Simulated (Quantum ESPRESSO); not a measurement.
A run of Quantum ESPRESSO 7.5 is set up as follows.

File pw.in:

```
&CONTROL
  calculation = 'vc-relax'
  prefix = 'pwscf'
  outdir = './tmp'
  pseudo_dir = './pseudo'
  tprnfor = .true.
  tstress = .true.
  disk_io = 'low'
  nstep = 40
  forc_conv_thr = 0.0004
  etot_conv_thr = 1d-05
/
&SYSTEM
  ibrav = 0
  A = 5.7948792
  nat = 4
  ntyp = 1
  ecutwfc = 45
  ecutrho = 360
  nbnd = 16
  input_dft = 'sla+pw+psx+psc+vv10'
  occupations = 'smearing'
  smearing = 'fd'
  degauss = 0.00367493
/
&ELECTRONS
  conv_thr = 8d-10
  electron_maxstep = 120
  mixing_beta = 0.5
/
&IONS
  ion_dynamics = 'bfgs'
/
&CELL
  cell_dynamics = 'bfgs'
  press = 0
  press_conv_thr = 0.3
/
ATOMIC_SPECIES
As    74.9216 as_pbesol_v1.uspp.F.UPF
CELL_PARAMETERS alat
   0.3149332259   -0.9491138314    0.0000000000
   0.3149332259    0.9491138314    0.0000000000
   0.0000000000    0.0000000000    0.7713706957
ATOMIC_POSITIONS alat
As     0.3149332259    0.2088050429    0.4319675896
As     0.3149332259   -0.7403087885    0.7250884540
As     0.3149332259   -0.2088050429    0.3394031061
As     0.3149332259    0.7403087885    0.0462822417
K_POINTS automatic
8 8 6 0 0 0
```

Potentials or basis: GBRV 1.5 PBEsol.

Run with:

```sh
$ OMP_NUM_THREADS=1 mpirun -n 2 pw.x -nk 2 -in pw.in > pw.out
```

**Question.** Predict the relaxed cell.

**Answer.** a = 5.637 Å, b = 5.637 Å, c = 4.079 Å, α = 90.00°, β = 90.00°, γ = 141.08°.

**Question.** What does it give for the relaxed volume?

**Answer.** 20.36 Å³/atom.

**Question.** What does it give for the space group after relaxing (to 0.05 Å)?

**Answer.** Cmce (No. 64).

Forces in eV/Å, atoms in the order of the input:
```
As   0.000 -0.002 -0.003
As   0.000 -0.002  0.003
As   0.000  0.002  0.003
As   0.000  0.002 -0.003
```

Caveat: rVV10's parameter b was fitted to another functional.
